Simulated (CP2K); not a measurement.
Crystal: B.

```
B
1.0
     2.34611    0.00000    0.00000
     0.00000    2.34611    0.00000
     0.00000    0.00000    1.58579
B
1
Direct
  0.50000 0.50000 0.50000
```

The cell was built by a generator and needn't be a form met in nature.

Base run:

| Quantity | Value |
| --- | --- |
| Program | CP2K 2026.2 |
| Functional | PBE |
| Potentials or basis | GTH_POTENTIALS B GTH-PADE-q3; DZVP-MOLOPT-SR-GTH basis |
| Density cutoff | 6123 eV |
| k mesh | 11 × 11 × 16 |
| Occupations | fermi-dirac, width 0.05 eV |
| Spin | no spin polarisation |

Its results: band gap on the k mesh none (metal or under the smearing width); pressure -6.0 GPa.

Question: The run is repeated on the same cell with these changes: potentials or basis from GTH_POTENTIALS B GTH-PADE-q3; DZVP-MOLOPT-SR-GTH basis to POTENTIAL_UZH B GTH-PBE0-q3; DZVP-MOLOPT-SR-GTH basis; potentials from B GTH-PADE-q3 of GTH_POTENTIALS to B GTH-PBE0-q3 of POTENTIAL_UZH. What comes out?

Answer: Band gap on the k mesh none (metal or under the smearing width); pressure -0.4 GPa.

Caveats: the basis of atomic orbitals isn't converged, which shifts pressures, moduli and gaps; the potentials were made for another functional, which shifts forces and pressure (some runs).
